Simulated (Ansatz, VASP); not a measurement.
# H4C3 (C wire along [100], 9 atoms a period, H-terminated): VASP beside Ansatz, part 2 of 2

One calculation is typed for both programs; each brings its own data sets. How far apart do they land? The cell is taken from a series of runs on this material, whose earlier steps may have relaxed, scaled, displaced or heated it; both programs get it as it stands.

VASP 6.6.1 and Ansatz 0.2.0.

So far: Set-up; Ansatz: single point, HSE06.

**3. VASP: single point, HSE06**

Level of this step: HSE06; plane waves and PAW (C, H) (VASP).

The same cell, functional, mesh and smearing now go to VASP, with its own data sets.

Lines of VASP's logs that name or quote its potential files are left out, and so is its time.

The run reads the wave functions of an earlier VASP run, which isn't shown here.

The input, INCAR:

```
SYSTEM = H4C3
PREC = Accurate
ENCUT = 520
EDIFF = 1E-06
NELM = 100
ISMEAR = -1
SIGMA = 0.05
LREAL = Auto
ALGO = Normal
LHFCALC = .TRUE.
AEXX = 0.25
GGA = PE
HFSCREEN = 0.208
LASPH = .TRUE.
NBANDS = 45
PRECFOCK = Fast
LORBIT = 11
LWAVE = .FALSE.
LCHARG = .FALSE.
ISIF = 2
```

The input, POSCAR:

```
H4C3
1.0
   11.6630000000      0.0000000000      0.0000000000
    0.0000000000     11.6630000000      0.0000000000
    0.0000000000      0.0000000000      3.7403257719
C H
9 12
Direct
    0.3495301370      0.5000113440      0.0000000000
    0.5000113440      0.3495301370      0.0000000000
    0.5000113440      0.6504925510      0.0000000000
    0.6504925510      0.5000113440      0.0000000000
    0.4248441560      0.5751785310      0.2439264390
    0.5751785310      0.4248441560      0.2439264390
    0.5000113440      0.5000113440      0.5000000000
    0.4248441560      0.4248441560      0.7560735610
    0.5751785310      0.5751785310      0.7560735610
    0.2925336660      0.4446777460      0.1586158060
    0.4446777460      0.2925336660      0.1586158060
    0.5553449410      0.7074890210      0.1586158060
    0.7074890210      0.5553449410      0.1586158060
    0.3685653140      0.6314573740      0.4008336060
    0.6314573740      0.3685653140      0.4008336060
    0.3685653140      0.3685653140      0.5991663940
    0.6314573740      0.6314573740      0.5991663940
    0.2925336660      0.5553449410      0.8413841940
    0.4446777460      0.7074890210      0.8413841940
    0.5553449410      0.2925336660      0.8413841940
    0.7074890210      0.4446777460      0.8413841940
```

The input, KPOINTS:

```
Automatic mesh
0
Gamma
1 1 9
0 0 0
```

Potentials, in the order of the species: C and H (PBE family, release 64).

Command:

```sh
> export OMP_NUM_THREADS=3
> mpirun -np 1 vasp_std
```

Numbers of over 12 decimals in the logs are rounded to 6 here.

The log of the run:

```text
[banner, memory and clock lines left out]
running    1 mpi-ranks, on    1 nodes
 distrk:  each k-point on    1 cores,    1 groups
 distr:  one band on    1 cores,    1 groups
 Offloading initialized ...    1 GPUs detected
 POSCAR found type information on POSCAR C H
 POSCAR found :  2 types and      21 ions
 LDA part: xc-table for (Slater+PW92), standard interpolation
 found WAVECAR, reading the header
 POSCAR, INCAR and KPOINTS ok, starting setup
 FFT: planning ... GRIDC
 FFT: planning ... GRID_SOFT
 FFT: planning ... GRID
 reading WAVECAR
 the WAVECAR file was read successfully
 initial charge from wavefunction
 entering main loop
       N       E                     dE             d eps       ncg     rms          rms(c)
DAV:   1    -0.144969392636E+03   -0.14497E+03   -0.12786E+00   567   0.507E+00    0.144E+00
DAV:   2    -0.144975012722E+03   -0.56201E-02   -0.37314E-02   612   0.661E-01    0.995E-01
DAV:   3    -0.144972498711E+03    0.25140E-02   -0.31313E-03   570   0.224E-01    0.548E-01
DAV:   4    -0.144971661913E+03    0.83680E-03   -0.62375E-04   565   0.106E-01    0.297E-01
DAV:   5    -0.144971311656E+03    0.35026E-03   -0.10973E-04   572   0.498E-02    0.163E-01
DAV:   6    -0.144971164139E+03    0.14752E-03   -0.45305E-05   540   0.314E-02    0.907E-02
DAV:   7    -0.144971108414E+03    0.55724E-04   -0.22210E-05   538   0.202E-02    0.491E-02
DAV:   8    -0.144971092233E+03    0.16181E-04   -0.84319E-06   501   0.117E-02    0.274E-02
DAV:   9    -0.144971093346E+03   -0.11130E-05   -0.32698E-06   469   0.699E-03    0.164E-02
DAV:  10    -0.144971103203E+03   -0.98563E-05   -0.18155E-06   408   0.528E-03    0.983E-03
DAV:  11    -0.144971118167E+03   -0.14964E-04   -0.11167E-06   355   0.408E-03    0.643E-03
DAV:  12    -0.144971135811E+03   -0.17644E-04   -0.87494E-07   410   0.326E-03    0.468E-03
DAV:  13    -0.144971154455E+03   -0.18644E-04   -0.52658E-07   385   0.252E-03    0.373E-03
DAV:  14    -0.144971172934E+03   -0.18479E-04   -0.40215E-07   388   0.208E-03    0.314E-03
[...]
DAV:  31    -0.144971331124E+03   -0.28345E-05   -0.73334E-09   389   0.318E-04    0.429E-04
DAV:  32    -0.144971333590E+03   -0.24658E-05   -0.59254E-09   376   0.280E-04    0.386E-04
DAV:  33    -0.144971335724E+03   -0.21341E-05   -0.47371E-09   394   0.242E-04    0.347E-04
DAV:  34    -0.144971337558E+03   -0.18343E-05   -0.38606E-09   384   0.216E-04    0.313E-04
DAV:  35    -0.144971339123E+03   -0.15647E-05   -0.31089E-09   410   0.193E-04    0.282E-04
DAV:  36    -0.144971340451E+03   -0.13277E-05   -0.25678E-09   399   0.171E-04    0.253E-04
DAV:  37    -0.144971341576E+03   -0.11256E-05   -0.20132E-09   402   0.149E-04    0.228E-04
DAV:  38    -0.144971342532E+03   -0.95598E-06   -0.16789E-09   415   0.132E-04
   1 F= -.14497134E+03 E0= -.14497134E+03  d E =-.947189E-10
```

From OUTCAR (step 3):

```text
ion  position               nearest neighbor table
   1  0.350  0.500  0.000-  18 1.10  10 1.10   5 1.54   8 1.54
   2  0.500  0.350  0.000-  20 1.10  11 1.10   6 1.54   8 1.54
   3  0.500  0.650  0.000-  12 1.10  19 1.10   9 1.54   5 1.54
   4  0.650  0.500  0.000-  13 1.10  21 1.10   9 1.54   6 1.54
   5  0.425  0.575  0.244-  14 1.10   1 1.54   3 1.54   7 1.57
   6  0.575  0.425  0.244-  15 1.10   2 1.54   4 1.54   7 1.57
   7  0.500  0.500  0.500-   9 1.57   6 1.57   5 1.57   8 1.57
   8  0.425  0.425  0.756-  16 1.10   2 1.54   1 1.54   7 1.57
   9  0.575  0.575  0.756-  17 1.10   4 1.54   3 1.54   7 1.57
  10  0.293  0.445  0.159-   1 1.10
  11  0.445  0.293  0.159-   2 1.10
  12  0.555  0.707  0.159-   3 1.10
  13  0.707  0.555  0.159-   4 1.10
  14  0.369  0.631  0.401-   5 1.10
  15  0.631  0.369  0.401-   6 1.10
  16  0.369  0.369  0.599-   8 1.10
  17  0.631  0.631  0.599-   9 1.10
  18  0.293  0.555  0.841-   1 1.10
  19  0.445  0.707  0.841-   3 1.10
  20  0.555  0.293  0.841-   2 1.10
  21  0.707  0.445  0.841-   4 1.10

  LATTYP: Found a simple tetragonal cell.
 ALAT       =    11.6630000000
 C/A-ratio  =     0.3207001434

 Subroutine GETGRP returns: Found  8 space group operations
 (whereof  2 operations were pure point group operations)

The static configuration has the point symmetry C_1h.
 The point group associated with its full space group is D_2d.

 Found      5 irreducible k-points:

   k-points           NKPTS =      5   k-points in BZ     NKDIM =      9   number of bands    NBANDS=     45

   dimension x,y,z NGX =    90 NGY =   90 NGZ =   28
   dimension x,y,z NGXF=   180 NGYF=  180 NGZF=   56

   ENCUT  =  520.0 eV  38.22 Ry    6.18 a.u.  21.69 21.69  6.95*2*pi/ulx,y,z

   NELECT =      48.0000    total number of electrons

 k-points in reciprocal lattice and weights: Automatic mesh
   0.00000000  0.00000000  0.00000000       0.111
   0.00000000  0.00000000  0.11111111       0.222
   0.00000000  0.00000000  0.22222222       0.222
   0.00000000  0.00000000  0.33333333       0.222
   0.00000000  0.00000000  0.44444444       0.222

  exchange ACFDT corr.  =         0.00000000  see jH, gK, PRB 81, 115126

 average (electrostatic) potential at core
       1 -52.6598       2 -52.6598       3 -52.6598       4 -52.6598       5 -52.8035
       6 -52.8035       7 -52.9816       8 -52.8035       9 -52.8035      10 -35.5308
      11 -35.5308      12 -35.5308      13 -35.5308      14 -35.4853      15 -35.4853
      16 -35.4853      17 -35.4853      18 -35.5308      19 -35.5308      20 -35.5308
      21 -35.5308

 E-fermi :  -3.5662

 k-point     1 :       0.0000    0.0000    0.0000
  band No.  band energies     occupation
    ...
     20      -7.0899      2.00000
     21      -7.0313      2.00000
     22      -5.8068      2.00000
     23      -4.6906      2.00000
     24      -4.6906      2.00000
     25       0.6159      0.00000
     26       1.6167      0.00000
     27       1.7009      0.00000
     28       1.7009      0.00000
     29       1.9463      0.00000
    ...

 k-point     2 :       0.0000    0.0000    0.1111
  band No.  band energies     occupation
    ...
     20      -7.0628      2.00000
     21      -7.0048      2.00000
     22      -5.7161      2.00000
     23      -4.8734      2.00000
     24      -4.8734      2.00000
     25       0.7623      0.00000
     26       1.7519      0.00000
     27       1.8182      0.00000
     28       1.8182      0.00000
     29       2.0562      0.00000
    ...

 k-point     3 :       0.0000    0.0000    0.2222
  band No.  band energies     occupation
    ...
     20      -7.0039      2.00000
     21      -6.9361      2.00000
     22      -5.5542      2.00000
     23      -5.3534      2.00000
     24      -5.3534      2.00000
     25       1.1769      0.00000
     26       2.1377      0.00000
     27       2.1655      0.00000
     28       2.1655      0.00000
     29       2.3827      0.00000
    ...

  Total       -3.0118864     -3.0118864     -3.0722663      0.0000000      0.0000000      0.0000000
  in kB       -9.4846037     -9.4846037     -9.6747434      0.0000000      0.0000000      0.0000000
  external PRESSURE =      -9.5479836 kB  Pullay stress =       0.0000000 kB

  energy-cutoff  :      520.00
  volume of cell :      508.78
      direct lattice vectors                 reciprocal lattice vectors
    11.663000000  0.000000000  0.000000000     0.085741233  0.000000000  0.000000000
     0.000000000 11.663000000  0.000000000     0.000000000  0.085741233  0.000000000
     0.000000000  0.000000000  3.740325772     0.000000000  0.000000000  0.267356391

 POSITION                                       TOTAL-FORCE (eV/Angst)
 -----------------------------------------------------------------------------------
      4.07657      5.83163      0.00000         0.035134     -0.000000      0.000000
      5.83163      4.07657      0.00000        -0.000000      0.035134     -0.000000
      5.83163      7.58669      0.00000        -0.000000     -0.035134      0.000000
      7.58669      5.83163      0.00000        -0.035134     -0.000000      0.000000
      4.95496      6.70831      0.91236         0.019751     -0.019751      0.015174
      6.70831      4.95496      0.91236        -0.019751      0.019751      0.015174
      5.83163      5.83163      1.87016        -0.000000     -0.000000      0.000000
      4.95496      4.95496      2.82796         0.019751      0.019751     -0.015174
      6.70831      6.70831      2.82796        -0.019751     -0.019751     -0.015174
      3.41182      5.18628      0.59327         0.144879      0.120684     -0.111679
      5.18628      3.41182      0.59327         0.120684      0.144879     -0.111679
      6.47699      8.25144      0.59327        -0.120684     -0.144879     -0.111679
      8.25144      6.47699      0.59327        -0.144879     -0.120684     -0.111679
      4.29858      7.36469      1.49925         0.133305     -0.133305     -0.122534
      7.36469      4.29858      1.49925        -0.133305      0.133305     -0.122534
      4.29858      4.29858      2.24108         0.133305      0.133305      0.122534
      7.36469      7.36469      2.24108        -0.133305     -0.133305      0.122534
      3.41182      6.47699      3.14705         0.144879     -0.120684      0.111679
      5.18628      8.25144      3.14705         0.120684     -0.144879      0.111679
      6.47699      3.41182      3.14705        -0.120684      0.144879      0.111679
      8.25144      5.18628      3.14705        -0.144879      0.120684      0.111679
 -----------------------------------------------------------------------------------
    total drift:                               -0.000002      0.000010      0.000000

  FREE ENERGIE OF THE ION-ELECTRON SYSTEM (eV)
  ---------------------------------------------------
  free  energy   TOTEN  =      -144.9713425322 eV

  energy  without entropy=     -144.9713425321  energy(sigma->0) =     -144.97134253

 total charge
# of ion       s       p       d       tot
------------------------------------------
    1        0.841   1.762   0.000   2.603
    2        0.841   1.762   0.000   2.603
    3        0.841   1.762   0.000   2.603
    4        0.841   1.762   0.000   2.603
    5        0.833   1.735   0.000   2.568
    6        0.833   1.735   0.000   2.568
    7        0.823   1.685   0.000   2.508
    8        0.833   1.735   0.000   2.568
    9        0.833   1.735   0.000   2.568
   10        0.653   0.044   0.000   0.697
   11        0.653   0.044   0.000   0.697
   12        0.653   0.044   0.000   0.697
   13        0.653   0.044   0.000   0.697
   14        0.660   0.045   0.000   0.705
   15        0.660   0.045   0.000   0.705
   16        0.660   0.045   0.000   0.705
   17        0.660   0.045   0.000   0.705
   18        0.653   0.044   0.000   0.697
   19        0.653   0.044   0.000   0.697
   20        0.653   0.044   0.000   0.697
   21        0.653   0.044   0.000   0.697
--------------------------------------------------
tot         15.385  16.207   0.000  31.592

[... 2 further parts left out ...]
```

The gap is read on the k-mesh alone, so it is an upper bound where the band edges lie off the mesh. The k-mesh is coarse for exact exchange; levels may shift by about 0.1 eV on a finer one. The PAW data sets were made with PBE, which is usual practice but a small mismatch for other functionals.

**4. Comparison**

Known differences besides the potentials themselves: exact exchange at q = 0 is treated differently, which shows on coarse meshes; VASP keeps PBE cores, Ansatz makes them for the functional; the cutoff is 420 eV in Ansatz and 520 eV in VASP (PREC = Accurate, projectors in real space); VASP takes a coarser grid for exact exchange (PRECFOCK = Fast). Total energies have different zeros and are not compared.

Compared:

```csv
quantity,Ansatz,VASP,difference
gap on the k mesh (eV),5.320,5.306,+0.013
```

A gap on the mesh is an upper bound, since the band edges may lie between its points.

**5. Summary of results**

```
difference in gap on the k mesh (single point, HSE06) : 0.013 eV
```

The difference in gap on the k mesh is 0.013 eV (single point, HSE06), within the 0.08 eV picked in this series as the mark of a large difference. How closely two codes agree says nothing of how well the functional describes the real material.

[Lines on the potential files, build, host, timing and source positions are cut from VASP's logs without a mark.]

[Logs are printed without paths, hosts, clocks, repeated set-up lines and the standing remarks that a program may print on its own settings, such as how far it seeks lower states.]

[Hosts, paths, dates, database ids (printed as entryN), source tags and the programs' standing remarks are cut or masked in the printed files.]
